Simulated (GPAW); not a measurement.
The system is Se.

```
Se
1.0
     4.36620    0.00000    0.00000
    -2.18310    3.78124    0.00000
     0.00000    0.00000    4.95360
Se
3
Direct
  0.77460 0.77460 0.00000
  0.00000 0.22540 0.66667
  0.22540 0.00000 0.33333
```

| Property | Result |
| --- | --- |
| Program | GPAW 26.7.0 |
| Task | relaxation of cell and atoms |
| Functional | PBEsol |
| Dispersion | D3(BJ) |
| Potentials or basis | PAW data sets generated in the run's folder for this functional |
| Cutoff | 600 eV |
| Basis | pw |
| k mesh | 7 × 7 × 6 |
| Occupations | fermi-dirac, width 0.05 eV |
| Spin | no spin polarisation |

At the start: pressure -1.4 GPa; volume 27.26 Å³/atom.

Q: How do energy, volume and symmetry change on relaxing?

A: Over 10 steps the energy falls by 74.2 meV/atom and the volume is 22.32 Å³/atom (-18.1 %); space group P3_121 (No. 152, to 0.05 Å).

Step by step:
| step | energy change (eV) | largest force (eV/Å) | pressure (GPa) | volume (Å³) |
| --- | --- | --- | --- | --- |
| 1 | 0.0000 | 0.3041 | -1.41 | 81.78 |
| 2 | -0.0069 | 0.2692 | -1.52 | 81.50 |
| 3 | -0.1355 | 0.2146 | -2.22 | 73.09 |
| 4 | -0.1604 | 0.2353 | -0.62 | 68.19 |
| 5 | -0.1646 | 0.2136 | -0.52 | 68.27 |
| 6 | -0.1927 | 0.2926 | 1.68 | 68.17 |
| 7 | -0.1997 | 0.1225 | 1.62 | 67.00 |
| 8 | -0.2047 | 0.0896 | 1.28 | 67.13 |
| 9 | -0.2224 | 0.0131 | -0.08 | 66.88 |
| 10 | -0.2225 | 0.0029 | -0.01 | 66.96 |

Final structure:
```xyz
3
Lattice="3.8778 0.0000 0.0000 -1.9389 3.3583 0.0000 0.0000 0.0000 5.1418" Properties=species:S:1:pos:R:3 pbc="T T T"
Se    1.4307    2.4780    0.0000
Se   -0.5083    0.8803    3.4279
Se    1.0165    0.0000    1.7139
```

Caveat: later steps reuse the first step's grids; the volume moved by over 15 % at a fixed basis, so the end points are rough; the volume moved by -18 % from the deposited cell, more than functionals usually miss.
